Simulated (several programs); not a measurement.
**Many methods on one cell: ZnS (h-MgO type)**

ZnS (h-MgO type) (no longer in that coordination), relaxed with r2SCAN in Ansatz, was computed with several methods. Space group P6_3/mmc (No. 194), hexagonal; a = 3.946 Å, c = 5.880 Å in the conventional setting, 19.83 Å³ an atom. Zn is surrounded by 3 S at 2.28 Å; S is surrounded by 3 Zn at 2.28 Å. Simulation only: spin-unpolarised, and no claim that this is the phase found in nature.

```
CELL_PARAMETERS angstrom
3.94637 0.00000 0.00000
-1.97319 3.41766 0.00000
0.00000 0.00000 5.88005
ATOMIC_POSITIONS crystal
Zn 0.33333 0.66667 0.25000
Zn 0.66667 0.33333 0.75000
S 0.66667 0.33333 0.25000
S 0.33333 0.66667 0.75000
```

Gaps and times are for a single point on this cell; volume and bulk modulus come from each method's own relaxation or energy curve at fixed shape, which is too stiff where a cell has free coordinates or axes. Times are rough, from shared hosts (Arm Neoverse V2; Intel Xeon Processor @ 2.50GHz), and each method has its own mesh and cell size. A dagger marks a closed or tiny gap in a crystal that DFT finds insulating: a failure of the method or a wrong SCF state. A double dagger marks a value from a curve with shape and coordinates held. PM6 (MOPAC), PM7 (MOPAC), GFN1-xTB (tblite), GFN2-xTB (tblite) treat a cluster of cells at its zone centre, which samples few k points: where these miss a band edge, the gap comes out too large for that reason alone. Gaps from k meshes are read at a limited set of points (mesh, symmetry points, PBE's band edges), so each method's own least gap may be somewhat smaller. Force fields have no electrons; where one was fitted to this phase, its volume and modulus reflect the fit. xTB and the PM methods were fitted mostly to molecules, and can miss a solid's gap by electronvolts. Minimal bases can be far off for gaps. Times of the plane-wave ladder aren't listed, since it ran on unlike processors and cards. Curves at held shape can't give the bulk modulus of a layered or molecular crystal, so none is listed. GLLB-SC's gap includes the derivative discontinuity. d marks a direct gap, i an indirect one (no mark: not told apart), a dash a value that wasn't computed or didn't pass its checks.

| method | kind | gap (eV) | own volume (Å³/atom) | bulk modulus (GPa) | atoms computed | processor time |
| --- | --- | --- | --- | --- | --- | --- |
| PBEsol | semilocal | – | 19.15 | – | 4 | – |
| CdTeZnSeHgS0.sw (LAMMPS) | force field | – | – | – | 4 | 0.13 s |
| light PBE (260 eV and a coarse mesh) | light plane-wave | 1.48 d | – | – | 4 | 1.2 s |
| non-self-consistent DFTB (CP2K) | tight binding | 0.79 d | – | – | 4 | 2 s |
| GFN1-xTB (tblite) | tight binding | 0.20† | – | – | cluster | 3.1 s |
| GFN2-xTB (tblite) | tight binding | 0.62 | – | – | cluster | 5.5 s |
| PBE | semilocal | 1.44 d | 20.56 | – | 4 | – |
| PM7 (MOPAC) | semi-empirical | 2.09 | – | – | cluster | 7 s |
| PBE/SZV (CP2K) | small basis | 1.81 d | – | – | 4 | 8.5 s |
| LDA | semilocal | 1.19 d | 18.49 | – | 4 | – |
| r2SCAN | semilocal | 1.95 d | 19.83 | – | 4 | – |
| PBE/DZVP (CP2K) | small basis | 1.46 d | – | – | 4 | 26 s |
| PBE/single zeta (GPAW) | small basis | 1.89 d | – | – | 4 | 39 s |
| GLLB-SC (GPAW) | model potential | 2.51 | – | – | 4 | 65 s |
| PM6 (MOPAC) | semi-empirical | 2.91 | – | – | cluster | 87 s |
| HSE06 | hybrid | 2.64 d | 20.19 | – | 4 | – |
| PBE0 | hybrid | 3.33 d | – | – | 4 | – |
| r2SCANh | hybrid | 2.63 d | – | – | 4 | – |
| r2SCAN0 | hybrid | 3.66 d | – | – | 4 | – |
| DDH-PBE0 | hybrid | 2.62 d | – | – | 4 | – |

Against HSE06 (2.64 eV) and with closed or daggered gaps left aside, the nearest gap at the points sampled is that of r2SCANh (-0.01 eV) and the farthest that of GFN2-xTB (tblite) (-2.02 eV). HSE06 is only a yardstick of convenience, and nearness to it can be luck.

Volumes against r2SCAN's: PBEsol -3.4 %, PBE +3.7 %, LDA -6.7 %, HSE06 +1.9 %.

Relaxed on its own, the cell leaves this structure with CdTeZnSeHgS0.sw (LAMMPS), so no volume is listed.
